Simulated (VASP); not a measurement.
VASP ran on this input.

**KPOINTS**
```
Automatic mesh
0
Gamma
8 8 8
0 0 0
```

### INCAR
```
! general
SYSTEM =AlSb
PREC   =Accurate
ENCUT  =520   ! plane-wave cut-off (eV)
LREAL  =.False.   ! projection in real space or not
LASPH  =.True.

! electronic loop
EDIFF  =1E-7
NELM   =100   ! most electronic steps
ALGO   =Normal
LMAXMIX=4   ! l cut-off of mixed one-centre charges

! smearing
ISMEAR =0
SIGMA  =0.05

! ions
ISIF   =2

! output
LWAVE  =.False.
LCHARG =.False.
```

**POSCAR**
```
AlSb
4.284180
  0.0000000000   0.7071067955   0.7071067955
  0.7071067955   0.0000000000   0.7071067955
  0.7071067955   0.7071067955   0.0000000000
Al Sb
1 1
Cart
  0.0000000000   0.0000000000   0.0000000000
  0.3535533978   0.3535533978   0.3535533978
```

POTCAR, in this order: Al Sb (LDA.64 set). Program: vasp_std.

Q: Write an equivalent input for Quantum ESPRESSO's pw.x.

A: One equivalent input (not run):
```
&CONTROL
  calculation = 'scf'
  pseudo_dir = './pseudo'
  outdir = './out'
  tprnfor = .true.
  tstress = .true.
/
&SYSTEM
  ibrav = 0
  nat = 2
  ntyp = 2
  ecutwfc = 84
  occupations = 'smearing'
  smearing = 'gaussian'
  degauss = 0.003675
  input_dft = 'pz'
/
&ELECTRONS
  conv_thr = 7.3e-09
  electron_maxstep = 100
/
ATOMIC_SPECIES
  Al 26.982 Al.upf
  Sb 121.760 Sb.upf
CELL_PARAMETERS angstrom
     0.0000000    3.0293728    3.0293728
     3.0293728    0.0000000    3.0293728
     3.0293728    3.0293728    0.0000000
ATOMIC_POSITIONS crystal
  Al   0.0000000  0.0000000  0.0000000
  Sb   0.2500000  0.2500000  0.2500000
K_POINTS automatic
  8 8 8 0 0 0
```
Limits of the translation: the potentials are each code's own (VASP's PAW set, PseudoDojo norm-conserving files in pw.x), so ENCUT and ecutwfc are chosen apart and not converted; conv_thr bounds pw.x's estimated SCF error, while EDIFF bounds the energy change between steps.

The compound is AlSb in the zinc blende structure. This cell is one point of a volume scan, at 0.97 of the reference volume.
